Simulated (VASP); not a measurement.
# CO2 (I-42d) in VASP: reference runs, part 2 of 2

VASP 6.6.1. The steps go on from the part before.

## Step 3: Single point, PBEsol (atoms moved at random, drawn with an rms of 0.05 Å)

Input file INCAR:

```
SYSTEM = CO2
PREC     = Accurate       ! precision mode
ENCUT    = 520            ! plane-wave cutoff, eV
EDIFF    = 1E-7           ! SCF threshold, eV
ISMEAR   = -1             ! smearing method
SIGMA    = 0.05           ! smearing width, eV
LREAL    = .False.        ! projectors in reciprocal space
LASPH    = .True.         ! aspherical terms in the spheres
NELM     = 100            ! most SCF steps
ALGO     = Normal         ! electronic algorithm
ISIF     = 2              ! what is computed and relaxed
LWAVE    = .False.        ! write WAVECAR
LCHARG   = .False.        ! write CHGCAR
GGA      = PS             ! functional
NBANDS   = 25             ! bands
KPAR     = 2
```

Input file KPOINTS:

```
regular mesh
0
Gamma
  9 9 9
  0 0 0
```

Input file POSCAR:

```
CO2
1.0
   -1.9747270000      1.9747270000      3.0140580000
    1.9747270000     -1.9747270000      3.0140580000
    1.9747270000      1.9747270000     -3.0140580000
O C
4 2
Direct
    0.8805440000      0.9748830000      0.5871240000
    0.3770350000      0.2936920000      0.4197770000
    0.0450550000      0.6225340000      0.9122310000
    0.6971300000      0.1229800000      0.0922510000
    0.0130470000      0.0056720000      0.0048380000
    0.7394240000      0.2540900000      0.4906810000
```

Potentials or basis: VASP PAW PBE potentials, release 64 (O, C).

Started as:

```sh
$ cat potpaw_PBE.64/O/POTCAR potpaw_PBE.64/C/POTCAR > POTCAR
$ mpirun -np 2 vasp_std > vasp.out
```

OUTCAR:

```text
SYSTEM = CO2
   PREC = Accurate
   ENCUT = 520
   EDIFF = 1E-7
   ISMEAR = -1
   LREAL = .False.
   LASPH = .True.
   NELM = 100
   ISIF = 2
   GGA = PS

 ion  position               nearest neighbor table
   1  0.881  0.975  0.587-   6 1.40   5 1.42
   2  0.377  0.294  0.420-   6 1.37   5 1.38
   3  0.045  0.623  0.912-   6 1.41   5 1.42
   4  0.697  0.123  0.092-   6 1.33   5 1.51
   5  0.013  0.006  0.005-   2 1.38   3 1.42   1 1.42   4 1.51
   6  0.739  0.254  0.491-   4 1.33   2 1.37   1 1.40   3 1.41
[... 879 lines left out ...]
  -------------------------------------------------------------------------------------
  Total       -0.5265946     -0.4999635     -1.2064467      0.8154766     -0.1479778      0.1195868
  in kB      -17.9457351    -17.0381786    -41.1143083     27.7905002     -5.0429139      4.0753806
  external PRESSURE =     -25.3660740 kB  Pullay stress =       0.0000000 kB

 VOLUME and BASIS-vectors are now :
 -----------------------------------------------------------------------------
  energy-cutoff  :      520.00
  volume of cell :       47.01
      direct lattice vectors                 reciprocal lattice vectors
    -1.974727000  1.974727000  3.014058000     0.000000000  0.253199556  0.165889309
     1.974727000 -1.974727000  3.014058000     0.253199556  0.000000000  0.165889309
     1.974727000  1.974727000 -3.014058000     0.253199556  0.253199556  0.000000000

 POSITION                                       TOTAL-FORCE (eV/Angst)
 -----------------------------------------------------------------------------------
      1.34570      0.97312      3.82274         0.163148      1.439060     -1.772851
      0.66437      0.99352      0.75638         0.538463     -0.734275     -0.683324
      2.94177      0.66104     -0.73737         1.415168     -0.804993      0.951732
     -0.95162      1.31596      2.19381        -2.322798     -0.660938      2.359137
     -0.00501      0.02412      0.04184        -0.084430     -0.951585     -1.020964
      0.01056      1.92736      1.51557         0.290448      1.712731      0.166270
 -----------------------------------------------------------------------------------
    total drift:                                0.000121      0.000273     -0.000303

  FREE ENERGIE OF THE ION-ELECTRON SYSTEM (eV)
  ---------------------------------------------------
  free  energy   TOTEN  =       -45.8351016026 eV

  energy  without entropy=      -45.8351016026  energy(sigma->0) =      -45.83510160
```

OSZICAR:

```text
N       E                     dE             d eps       ncg     rms          rms(c)
DAV:   1     0.150158288755E+03    0.15016E+03   -0.18436E+04 18266   0.127E+03
DAV:   2    -0.408974523175E+02   -0.19106E+03   -0.18347E+03 23392   0.294E+02
DAV:   3    -0.486298114928E+02   -0.77324E+01   -0.76857E+01 24281   0.578E+01
DAV:   4    -0.486936517267E+02   -0.63840E-01   -0.63793E-01 21737   0.593E+00
DAV:   5    -0.486943035725E+02   -0.65185E-03   -0.65156E-03 24341   0.571E-01    0.125E+01
DAV:   6    -0.459102066994E+02    0.27841E+01   -0.55505E+00 22597   0.193E+01    0.517E+00
DAV:   7    -0.458643591754E+02    0.45848E-01   -0.64534E-01 23297   0.554E+00    0.287E+00
DAV:   8    -0.458380160099E+02    0.26343E-01   -0.67796E-02 22566   0.235E+00    0.506E-01
DAV:   9    -0.458350491663E+02    0.29668E-02   -0.13536E-02 24160   0.966E-01    0.180E-01
DAV:  10    -0.458351055184E+02   -0.56352E-04   -0.17559E-03 24011   0.314E-01    0.567E-02
DAV:  11    -0.458350966274E+02    0.88910E-05   -0.13400E-04 22683   0.892E-02    0.221E-02
DAV:  12    -0.458351007124E+02   -0.40850E-05   -0.20191E-05 22542   0.335E-02    0.721E-03
DAV:  13    -0.458351015596E+02   -0.84723E-06   -0.14951E-06 23810   0.131E-02    0.219E-03
DAV:  14    -0.458351016026E+02   -0.43013E-07   -0.23037E-07 18826   0.474E-03
   1 F= -.45835102E+02 E0= -.45835102E+02  d E =-.733553E-10
```

stdout:

```text
POSCAR found type information on POSCAR O C
 POSCAR found :  2 types and       6 ions
 scaLAPACK will be used
 -----------------------------------------------------------------------------
|                                                                             |
|                                                                             |
|     You enforced a specific xc type in the INCAR file but a different       |
|     I HOPE YOU KNOW WHAT YOU ARE DOING!                                     |
|                                                                             |
 -----------------------------------------------------------------------------

 LDA part: xc-table for (Slater+PW92), standard interpolation
 POSCAR, INCAR and KPOINTS ok, starting setup
 FFT: planning ... GRIDC
 FFT: planning ... GRID_SOFT
 FFT: planning ... GRID
 WAVECAR not read
 entering main loop
```

It took 3 min on 2 MPI ranks of Intel Xeon Platinum 8259CL at 2.50GHz (Skylake/Cascade Lake), shared host; peak memory 0.4 GiB.

Results:

```
Free energy            : -45.8351 eV
Pressure               : -2.5 GPa
Largest force          : 3.376 eV/Å
Band gap on the k mesh : 7.16 eV, indirect (least direct gap 7.42 eV)
```

Forces on the atoms (eV/Å):
```
O    0.163  1.439 -1.773
O    0.538 -0.734 -0.683
O    1.415 -0.805  0.952
O   -2.323 -0.661  2.359
C   -0.084 -0.952 -1.021
C    0.290  1.713  0.166
```

Caveat: the PAW data sets were made with another functional, which shifts forces and pressure a little; an odd mesh through Γ misses points on the zone boundary, where band edges often lie.
